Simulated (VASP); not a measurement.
Here is a VASP 6.6.1 calculation.

Contents of INCAR:

```
SYSTEM = Pb7Se8
ALGO = Fast ; EDIFF = 1E-6
ENCUT = 520 ; GGA = PE
ISIF = 2 ; ISMEAR = -1
LASPH = .TRUE. ; LCHARG = .FALSE.
LREAL = Auto ; LWAVE = .FALSE.
NBANDS = 86 ; NELM = 60
PREC = Accurate ; SIGMA = 0.05
```

The input KPOINTS:

```
k-points
0
G
  2 2 2
  0 0 0
```

Contents of POSCAR:

```
Pb7Se8
1.0
    0.0000000000      6.0969200000      6.0969200000
    6.0969200000      0.0000000000      6.0969200000
    6.0969200000      6.0969200000      0.0000000000
Se Pb
8 7
Direct
    0.2326050694      0.2326552587      0.2999384115
    0.3302298538      0.2503888849      0.7494474259
    0.2157147379      0.7490564908      0.2508498553
    0.2312555356      0.8031723395      0.7322594851
    0.7671969617      0.2673468735      0.1962037389
    0.6681485078      0.2503751074      0.7494618594
    0.7824801703      0.7490677260      0.2508333716
    0.7657568084      0.6993969086      0.7668952520
   -0.0180188521     -0.0104297744      0.4879471110
    0.0160148895      0.5119503782      0.0104138647
   -0.0017676138      0.2509409669      0.7506249057
    0.4990176187     -0.0519617282      0.0520009283
    0.5382792459     -0.0104081241      0.4879649889
    0.4593800640      0.5119959750      0.0104276422
    0.4989160101      0.5522252219      0.4480690250
```

Potentials or basis: VASP PAW PBE potentials, release 64 (Se, Pb_d).

Launch:

```bash
$ cat potpaw_PBE.64/Se/POTCAR potpaw_PBE.64/Pb_d/POTCAR > POTCAR
$ mpirun -np 1 vasp_std > vasp.out
```

Question: What does it give for the largest force?

Answer: 0.031 eV/Å.

Question: Predict the band gap on the k mesh.

Answer: None (metal or under the smearing width).

Question: Predict the pressure.

Answer: 0.4 GPa.

Stress tensor (GPa, compression positive):
```
-0.67  0.00  0.00
 0.00  0.91 -0.90
 0.00 -0.90  0.91
```

Caveat: the k mesh is coarse (spacing up to 0.45 Å⁻¹), so the values aren't converged. Spin-orbit coupling is left out, which matters for the levels of Pb.
